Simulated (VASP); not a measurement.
# InP (F-43m) in VASP: further runs

The runs below take InP through band structure, with HSE06, HSE03.

Program: VASP 6.6.1. These are calculated values, not measurements. Logs are shortened: lines on timing, memory, paths and dates and some standing lists are left out, and cuts for length are marked.

**The experiment to reproduce.**

A printed reference work, data compilation reports, for a bulk crystal of InP at 1.6 K: band gap 1.4236 eV (direct).

How close the calculation comes is told below.

## (1) Starting point

Symmetry: F-43m, No. 216, cubic system. The conventional cell has a = 5.861 Å, b = 5.861 Å, c = 5.861 Å, α = 90.00°, β = 90.00°, γ = 90.00°. In (site symmetry -43m) has 4 P at 2.54 Å as nearest neighbours. P (site symmetry -43m) has 4 In at 2.54 Å as nearest neighbours.

## (2) Band structure, HSE06

Input file POSCAR:

```
InP
1.0
    0.0000000000      2.9305000000      2.9305000000
    2.9305000000      0.0000000000      2.9305000000
    2.9305000000      2.9305000000      0.0000000000
In P
1 1
Direct
    0.0000000000      0.0000000000      0.0000000000
    0.7500000000      0.7500000000      0.7500000000
```

Input file INCAR.step1:

```
SYSTEM = InP
PREC     = Accurate       ! precision mode
ENCUT    = 520            ! plane-wave cutoff, eV
EDIFF    = 1E-5           ! SCF threshold, eV
ISMEAR   = 0              ! smearing method
SIGMA    = 0.02           ! smearing width, eV
LREAL    = .False.        ! projectors in reciprocal space
LASPH    = .True.         ! aspherical terms in the spheres
NELM     = 80             ! most SCF steps
ALGO     = Normal         ! electronic algorithm
ISIF     = 2              ! what is computed and relaxed
LWAVE    = .True.         ! write WAVECAR
LCHARG   = .False.        ! write CHGCAR
GGA      = PE             ! functional
KPAR     = 4
```

Input file INCAR.step2:

```
SYSTEM = InP
PREC     = Accurate       ! precision mode
ENCUT    = 520            ! plane-wave cutoff, eV
EDIFF    = 1E-6           ! SCF threshold, eV
ISMEAR   = 0              ! smearing method
SIGMA    = 0.02           ! smearing width, eV
LREAL    = .False.        ! projectors in reciprocal space
LASPH    = .True.         ! aspherical terms in the spheres
NELM     = 80             ! most SCF steps
ALGO     = Normal         ! electronic algorithm
ISIF     = 2              ! what is computed and relaxed
LWAVE    = .False.        ! write WAVECAR
LCHARG   = .False.        ! write CHGCAR
GGA      = PE             ! functional
LHFCALC  = .True.         ! exact exchange
HFSCREEN = 0.2            ! screening, 1/A
PRECFOCK = Fast         
ISTART   = 1            
KPAR     = 4
```

Input file KPOINTS:

```
regular mesh
0
Gamma
  6 6 6
  0 0 0
```

Input file KPOINTS_OPT:

```
path GXWKGLUWLK,UX
12
line-mode
reciprocal
 0.0000000000  0.0000000000  0.0000000000  G
 0.5000000000  0.0000000000  0.5000000000  X

 0.5000000000  0.0000000000  0.5000000000  X
 0.5000000000  0.2500000000  0.7500000000  W

 0.5000000000  0.2500000000  0.7500000000  W
 0.3750000000  0.3750000000  0.7500000000  K

 0.3750000000  0.3750000000  0.7500000000  K
 0.0000000000  0.0000000000  0.0000000000  G

 0.0000000000  0.0000000000  0.0000000000  G
 0.5000000000  0.5000000000  0.5000000000  L

 0.5000000000  0.5000000000  0.5000000000  L
 0.6250000000  0.2500000000  0.6250000000  U

 0.6250000000  0.2500000000  0.6250000000  U
 0.5000000000  0.2500000000  0.7500000000  W

 0.5000000000  0.2500000000  0.7500000000  W
 0.5000000000  0.5000000000  0.5000000000  L

 0.5000000000  0.5000000000  0.5000000000  L
 0.3750000000  0.3750000000  0.7500000000  K

 0.6250000000  0.2500000000  0.6250000000  U
 0.5000000000  0.0000000000  0.5000000000  X
```

Potentials or basis: VASP PAW PBE potentials, release 64 (In_d, P).

The run is started by

```bash
$ cat potpaw_PBE.64/In_d/POTCAR potpaw_PBE.64/P/POTCAR > POTCAR
$ cp INCAR.step1 INCAR
$ mpirun -np 4 vasp_std > vasp.out
$ cp INCAR.step2 INCAR
$ mpirun -np 4 vasp_std > vasp.out
```

OUTCAR:

```text
SYSTEM = InP
   PREC = Accurate
   ENCUT = 520
   EDIFF = 1E-6
   ISMEAR = 0
   LREAL = .False.
   LASPH = .True.
   NELM = 80
   ISIF = 2
   GGA = PE
   LHFCALC = .True.
   HFSCREEN = 0.2
   PRECFOCK = Fast
   ISTART = 1

 ion  position               nearest neighbor table
   1  0.000  0.000  0.000-   2 2.54   2 2.54   2 2.54   2 2.54
   2  0.750  0.750  0.750-   1 2.54   1 2.54   1 2.54   1 2.54

  LATTYP: Found a face centered cubic cell.
 ALAT       =     5.8610000000

  Lattice vectors:

 A1 = (   0.0000000000,   2.9305000000,   2.9305000000)
 A2 = (   2.9305000000,   0.0000000000,   2.9305000000)
 A3 = (   2.9305000000,   2.9305000000,   0.0000000000)

Analysis of symmetry for initial positions (statically):
=====================================================================
 Subroutine PRICEL returns:
 Original cell was already a primitive cell.

 Routine SETGRP: Setting up the symmetry group for a
 face centered cubic supercell.

 Subroutine GETGRP returns: Found 24 space group operations
 (whereof 24 operations were pure point group operations)
 out of a pool of 48 trial point group operations.

The static configuration has the point symmetry T_d .

Analysis of symmetry for dynamics (positions and initial velocities):
=====================================================================
 Subroutine PRICEL returns:
 Original cell was already a primitive cell.

 Routine SETGRP: Setting up the symmetry group for a
 face centered cubic supercell.

 Subroutine GETGRP returns: Found 24 space group operations
 (whereof 24 operations were pure point group operations)
 out of a pool of 48 trial point group operations.

The dynamic configuration has the point symmetry T_d .

 Subroutine INISYM returns: Found 24 space group operations
 (whereof 24 operations are pure point group operations),
 and found     1 'primitive' translations

----------------------------------------------------------------------------------------

                                     Primitive cell

  volume of cell :      50.3333

  direct lattice vectors                    reciprocal lattice vectors
     0.000000000  2.930500000  2.930500000    -0.170619348  0.170619348  0.170619348
     2.930500000  0.000000000  2.930500000     0.170619348 -0.170619348  0.170619348
     2.930500000  2.930500000  0.000000000     0.170619348  0.170619348 -0.170619348

  length of vectors
     4.144352845  4.144352845  4.144352845     0.295521380  0.295521380  0.295521380

  position of ions in fractional coordinates (direct lattice)
     0.000000000  0.000000000  0.000000000
     0.750000000  0.750000000  0.750000000

  ion indices of the primitive-cell ions
   primitive index   ion index
                 1           1
                 2           2

----------------------------------------------------------------------------------------

 KPOINTS: regular mesh

Automatic generation of k-mesh.
 Grid dimensions read from file:
 generate k-points for:    6    6    6

 Generating k-lattice:

  Cartesian coordinates                     Fractional coordinates (reciprocal lattice)
    -0.028436558  0.028436558  0.028436558     0.166666667  0.000000000  0.000000000
     0.028436558 -0.028436558  0.028436558     0.000000000  0.166666667  0.000000000
     0.028436558  0.028436558 -0.028436558     0.000000000  0.000000000  0.166666667

  Length of vectors
     0.049253563  0.049253563  0.049253563

  Shift w.r.t. Gamma in fractional coordinates (k-lattice)
     0.000000000  0.000000000  0.000000000

 Subroutine IBZKPT returns following result:
 ===========================================

 Found     16 irreducible k-points:

 Following reciprocal coordinates:
            Coordinates               Weight
  0.000000  0.000000  0.000000      1.000000
  0.166667  0.000000  0.000000      8.000000
  0.333333  0.000000  0.000000      8.000000
  0.500000  0.000000  0.000000      4.000000
  0.166667  0.166667  0.000000      6.000000
  0.333333  0.166667  0.000000     24.000000
[... 8 lines left out ...]
 -0.333333  0.333333  0.166667     24.000000
 -0.333333  0.500000  0.166667     12.000000
   k-points           NKPTS =     16   k-points in BZ     NKDIM =    216   number of bands    NBANDS=     13
   number of dos      NEDOS =    301   number of ions     NIONS =      2
   total plane-waves  NPLWV =  32768
   dimension x,y,z NGX =    32 NGY =   32 NGZ =   32
   dimension x,y,z NGXF=    64 NGYF=   64 NGZF=   64
   ions per type =               1   1
   NGX,Y,Z   is equivalent  to a cutoff of  12.84, 12.84, 12.84 a.u.
   NGXF,Y,Z  is equivalent  to a cutoff of  25.67, 25.67, 25.67 a.u.
 SYSTEM =  InP
   PREC   = accura    normal or accurate (medium, high low for compatibility)
   ISTART =      1    job   : 0-new  1-cont  2-samecut
   ICHARG =      0    charge: 1-file 2-atom 10-const
   ISPIN  =      1    spin polarized calculation?
   LNONCOLLINEAR =      F non collinear calculations
   LSORBIT =      F    spin-orbit coupling
   LASPH  =      T    aspherical Exc in radial PAW
   ENCUT  =  520.0 eV  38.22 Ry    6.18 a.u.   7.71  7.71  7.71*2*pi/ulx,y,z
   NELM   =     80;   NELMIN=  2; NELMDL=  0     # of ELM steps
   EDIFF  = 0.1E-05   stopping-criterion for ELM
   LREAL  =      F    real-space projection
   EDIFFG = 0.1E-04   stopping-criterion for IOM
   NSW    =      0    number of steps for IOM
   IBRION =     -1    ionic relax: 0-MD 1-quasi-New 2-CG
   NFREE  =      0    steps in history (QN), initial steepest desc. (CG)
   ISIF   =      2    stress and relaxation
   ISYM   =      3    0-nonsym 1-usesym 2-fastsym
   POTIM  = 0.5000    time-step for ionic-motion
   TEBEG  =    0.0;   TEEND  =   0.0 temperature during run
   PSTRESS=    0.0 pullay stress
   NELECT =      18.0000    total number of electrons
   NUPDOWN=      -1.0000    fix difference up-down
   EMIN   =  10.00;   EMAX   =-10.00  energy-range for DOS
   EFERMI =   0.00;   METHOD = LEGACY
   ISMEAR =     0;   SIGMA  =   0.02  broadening in eV -4-tet -1-fermi 0-gaus
   EFERMI_NEDOS =   21; number of points for ismear=-14 and -15
   IALGO  =     38    algorithm
   IMIX   =      1    mixing-type and parameters
     AMIX     =   0.40;   BMIX     =  1.00
     AMIX_MAG =   1.60;   BMIX_MAG =  1.00
  volume/ion in A,a.u.               =      25.17       169.83
  Fermi-wavevector in a.u.,A,eV,Ry     =   1.162021  2.195901 18.371846  1.350293
  Thomas-Fermi vector in A             =   2.298587
   LORBIT       =      0    0 simple, 1 ext, 2 COOP (PROOUT), +10 PAW based schemes
   GGA     = PE    functional components
   LHFCALC =     T    Hartree Fock is set to
   PRECFOCK=fast      Normal, Fast or Accurate (Low or Medium for compatibility)
   ENCUT4O =  -1.0   cutoff for four orbital integrals eV
   NKREDX  =     1    reduce k-point grid by
   NKREDY  =     1    reduce k-point grid by
   NKREDZ  =     1    reduce k-point grid by
   AEXX    =    0.2500 exact exchange contribution
   HFSCREEN=    0.2000 screening length (either q_TF or 0.3 A-1)
   HFSCREENC=   0.2000 screening length for correlation (either q_TF or 0.3 A-1)
   ENCUTFOCK=  -1.0 apply spherical cutoff to Coloumb kernel
   IVDW    =     0    specifies the selected vdW correction
   LEPSILON=     F    determine dielectric tensor
   LRPA    =     F    only Hartree local field effects (RPA)
 non-spin polarized calculation
 Gauss-broadening in eV      SIGMA  =   0.02
  energy-cutoff  :      520.00
  volume of cell :       50.33
 maximum number of plane-waves:      1380
  NGX = 18; NGY = 18; NGZ = 18

 number of electron      18.0000005 magnetization

 Free energy of the ion-electron system (eV)
  ---------------------------------------------------
  ext. energy  EPLUGINS =         0.00000000
  ---------------------------------------------------
  free energy    TOTEN  =       -10.01106654 eV

  energy without entropy =      -10.01106654  energy(sigma->0) =      -10.01106654

 E-fermi :   4.8863     XC(G=0):  -7.7174

 val. band max:        4.7587574529   @ k =   0.0000   0.0000   0.0000
 cond. band min:       6.2740894387   @ k =   0.0000   0.0000   0.0000
 fundamental gap:      1.5153319858
 Fermi energy:         4.8863496149

 k-point     1 :       0.0000    0.0000    0.0000
  band No.  band energies     occupation
      1     -11.1300      2.00000
      2     -11.1300      2.00000
      3     -11.1300      2.00000
      4     -10.9680      2.00000
      5     -10.9680      2.00000
      6      -7.9914      2.00000
      7       4.7588      2.00000
      8       4.7588      2.00000
      9       4.7588      2.00000
     10       6.2741      0.00000
     11       9.6960      0.00000
     12       9.6960      0.00000
     13       9.6960      0.00000

 k-point     2 :       0.1667    0.0000    0.0000
  band No.  band energies     occupation
      1     -11.1605      2.00000
      2     -11.1173      2.00000
      3     -11.1173      2.00000
      4     -10.9677      2.00000
      5     -10.9677      2.00000
      6      -7.6510      2.00000
      7       2.4849      2.00000
      8       4.4311      2.00000
      9       4.4311      2.00000
     10       7.3588      0.00000
     11      10.1170      0.00000
     12      10.1707      0.00000
     13      10.1707      0.00000

 k-point     3 :       0.3333    0.0000    0.0000
  band No.  band energies     occupation
      1     -11.2178      2.00000
      2     -11.0968      2.00000
      3     -11.0968      2.00000
      4     -10.9619      2.00000
      5     -10.9619      2.00000
      6      -6.7708      2.00000
      7      -0.1952      2.00000
      8       3.9131      2.00000
      9       3.9131      2.00000
     10       7.2040      0.00000
     11      10.5142      0.00000
     12      10.5142      0.00000
     13      12.0329      0.00000
[... 177 lines left out ...]
 k-point    15 :      -0.3333    0.3333    0.1667
  band No.  band energies     occupation
      1     -11.2695      2.00000
      2     -11.0736      2.00000
      3     -11.0447      2.00000
      4     -10.9824      2.00000
      5     -10.9556      2.00000
      6      -5.5643      2.00000
      7      -1.2215      2.00000
      8       1.3922      2.00000
      9       2.5016      2.00000
     10       9.2980      0.00000
     11       9.8431      0.00000
     12      11.4738      0.00000
     13      13.1329      0.00000

 k-point    16 :      -0.3333    0.5000    0.1667
  band No.  band energies     occupation
      1     -11.2892      2.00000
      2     -11.0555      2.00000
      3     -11.0309      2.00000
      4     -10.9973      2.00000
      5     -10.9472      2.00000
      6      -5.3431      2.00000
      7      -1.3559      2.00000
      8       1.6880      2.00000
      9       1.7390      2.00000
     10       8.7558      0.00000
     11       9.2697      0.00000
     12      12.5856      0.00000
     13      12.8587      0.00000

------------------------ aborting loop because EDIFF is reached ----------------------------------------

  FORCE on cell =-STRESS in cart. coord.  units (eV):
  Direction    XX          YY          ZZ          XY          YZ          ZX
  --------------------------------------------------------------------------------------
  -------------------------------------------------------------------------------------
  Total        0.4154461      0.4154461      0.4154461      0.0000000      0.0000000      0.0000000
  in kB       13.2242225     13.2242225     13.2242225      0.0000000      0.0000000      0.0000000
  external PRESSURE =      13.2242225 kB  Pullay stress =       0.0000000 kB

 VOLUME and BASIS-vectors are now :
 -----------------------------------------------------------------------------
  energy-cutoff  :      520.00
  volume of cell :       50.33
      direct lattice vectors                 reciprocal lattice vectors
     0.000000000  2.930500000  2.930500000    -0.170619348  0.170619348  0.170619348
     2.930500000  0.000000000  2.930500000     0.170619348 -0.170619348  0.170619348
     2.930500000  2.930500000  0.000000000     0.170619348  0.170619348 -0.170619348

 POSITION                                       TOTAL-FORCE (eV/Angst)
 -----------------------------------------------------------------------------------
      0.00000      0.00000      0.00000         0.000000      0.000000      0.000000
      4.39575      4.39575      4.39575        -0.000000     -0.000000     -0.000000
 -----------------------------------------------------------------------------------
    total drift:                               -0.000042     -0.000040     -0.000024

  FREE ENERGIE OF THE ION-ELECTRON SYSTEM (eV)
  ---------------------------------------------------
  free  energy   TOTEN  =       -10.0110665352 eV

  energy  without entropy=      -10.0110665352  energy(sigma->0) =      -10.01106654
```

Wall time 16 min (4 MPI ranks of Intel Xeon 6975P-C (Granite Rapids), shared host); peak memory 0.36 GiB.

What came out:

| Item | Value |
| --- | --- |
| Free energy | -10.0111 eV |
| Pressure | 1.3 GPa |
| Band gap on the k mesh | 1.52 eV, direct |
| Band gap along the path | 1.52 eV, direct |

Levels at the corners of the path, in eV from the valence-band top:
| point | band 7 | band 8 | band 9 | band 10 | band 11 | band 12 |
| --- | --- | --- | --- | --- | --- | --- |
| Γ | 0.00 | 0.00 | 0.00 | 1.52 | 4.94 | 4.94 |
| X | -6.25 | -2.54 | -2.54 | 2.38 | 3.01 | 10.45 |
| X | -6.25 | -2.54 | -2.54 | 2.38 | 3.01 | 10.45 |
| W | -6.06 | -3.23 | -3.16 | 5.06 | 5.42 | 6.53 |
| W | -6.06 | -3.23 | -3.16 | 5.06 | 5.42 | 6.53 |
| K | -6.08 | -3.61 | -2.12 | 3.07 | 5.31 | 8.57 |
| K | -6.08 | -3.61 | -2.12 | 3.07 | 5.31 | 8.57 |
| Γ | 0.00 | 0.00 | 0.00 | 1.52 | 4.94 | 4.94 |
| Γ | 0.00 | 0.00 | 0.00 | 1.52 | 4.94 | 4.94 |
| L | -6.26 | -1.06 | -1.06 | 2.27 | 5.67 | 5.67 |
| L | -6.26 | -1.06 | -1.06 | 2.27 | 5.67 | 5.67 |
| U | -6.08 | -3.61 | -2.12 | 3.07 | 5.31 | 8.57 |
| U | -6.08 | -3.61 | -2.12 | 3.07 | 5.31 | 8.57 |
| W | -6.06 | -3.23 | -3.16 | 5.06 | 5.42 | 6.53 |
| W | -6.06 | -3.23 | -3.16 | 5.06 | 5.42 | 6.53 |
| L | -6.26 | -1.06 | -1.06 | 2.27 | 5.67 | 5.67 |
| L | -6.26 | -1.06 | -1.06 | 2.27 | 5.67 | 5.67 |
| K | -6.08 | -3.61 | -2.12 | 3.07 | 5.31 | 8.57 |
| U | -6.08 | -3.61 | -2.12 | 3.07 | 5.31 | 8.57 |
| X | -6.25 | -2.54 | -2.54 | 2.38 | 3.01 | 10.45 |

Caveat: the PAW data sets were made with another functional, which shifts forces and pressure a little; spin-orbit coupling is left out, which moves the levels of the heavy elements.

## (3) Band structure, HSE03

POSCAR is that of step 2.

INCAR.step1 is that of step 2.

Changes to INCAR.step2 since step 2:

```diff
@@ -15,3 +15,3 @@
 LHFCALC  = .True.         ! exact exchange
-HFSCREEN = 0.2            ! screening, 1/A
+HFSCREEN = 0.3            ! screening, 1/A
 PRECFOCK = Fast
```

KPOINTS is that of step 2.

KPOINTS_OPT is that of step 2.

Potentials or basis: VASP PAW PBE potentials, release 64 (In_d, P).

The run is started by

```bash
$ cat potpaw_PBE.64/In_d/POTCAR potpaw_PBE.64/P/POTCAR > POTCAR
$ cp INCAR.step1 INCAR
$ mpirun -np 4 vasp_std > vasp.out
$ cp INCAR.step2 INCAR
$ mpirun -np 4 vasp_std > vasp.out
```

Wall time 15 min (4 MPI ranks of Intel Xeon 6975P-C (Granite Rapids), shared host); peak memory 0.39 GiB.

It converged, with:

```yaml
Free_energy: -9.6715 eV
Pressure: 1.6 GPa
Band_gap_on_the_k_mesh: 1.34 eV, direct
Band_gap_along_the_path: 1.34 eV, direct
```

Levels at the corners of the path, in eV from the valence-band top:
```tsv
point	band 5	band 6	band 7	band 8	band 9	band 10	band 11	band 12	band 13
Γ	-15.62	-12.63	0.00	0.00	0.00	1.34	4.73	4.73	4.73
X	-15.59	-10.06	-6.15	-2.50	-2.50	2.21	2.82	10.19	10.67
X	-15.59	-10.06	-6.15	-2.50	-2.50	2.21	2.82	10.19	10.67
W	-15.61	-9.98	-5.97	-3.17	-3.10	4.86	5.19	6.30	6.84
W	-15.61	-9.98	-5.97	-3.17	-3.10	4.86	5.19	6.30	6.84
K	-15.60	-10.07	-5.98	-3.54	-2.08	2.88	5.09	8.34	8.38
K	-15.60	-10.07	-5.98	-3.54	-2.08	2.88	5.09	8.34	8.38
Γ	-15.62	-12.63	0.00	0.00	0.00	1.34	4.73	4.73	4.73
Γ	-15.62	-12.63	0.00	0.00	0.00	1.34	4.73	4.73	4.73
L	-15.61	-10.77	-6.15	-1.04	-1.04	2.09	5.46	5.46	7.83
L	-15.61	-10.77	-6.15	-1.04	-1.04	2.09	5.46	5.46	7.83
U	-15.60	-10.07	-5.98	-3.54	-2.08	2.88	5.09	8.34	8.38
U	-15.60	-10.07	-5.98	-3.54	-2.08	2.88	5.09	8.34	8.38
W	-15.61	-9.98	-5.97	-3.17	-3.10	4.86	5.19	6.30	6.84
W	-15.61	-9.98	-5.97	-3.17	-3.10	4.86	5.19	6.30	6.84
L	-15.61	-10.77	-6.15	-1.04	-1.04	2.09	5.46	5.46	7.83
L	-15.61	-10.77	-6.15	-1.04	-1.04	2.09	5.46	5.46	7.83
K	-15.60	-10.07	-5.98	-3.54	-2.08	2.88	5.09	8.34	8.38
U	-15.60	-10.07	-5.98	-3.54	-2.08	2.88	5.09	8.34	8.38
X	-15.59	-10.06	-6.15	-2.50	-2.50	2.21	2.82	10.19	10.67
```

Caveat: the PAW data sets were made with another functional, which shifts forces and pressure a little; spin-orbit coupling is left out, which moves the levels of the heavy elements.

## (4) Against experiment

Step 2. A measured gap of InP is 1.4236 eV (direct; 1.6 K; a printed reference work, data compilation); the calculated 1.52 eV misses it by +0.09 eV. Spin-orbit coupling on In is left out. The value is that of HSE06, without temperature or zero-point motion.

Step 3. Measured gap of InP: 1.4236 eV (direct; 1.6 K; a printed reference work, data compilation). This calculation gives 1.34 eV (-0.09 eV). Spin-orbit coupling on In is left out. The value is that of HSE03, without temperature or zero-point motion.
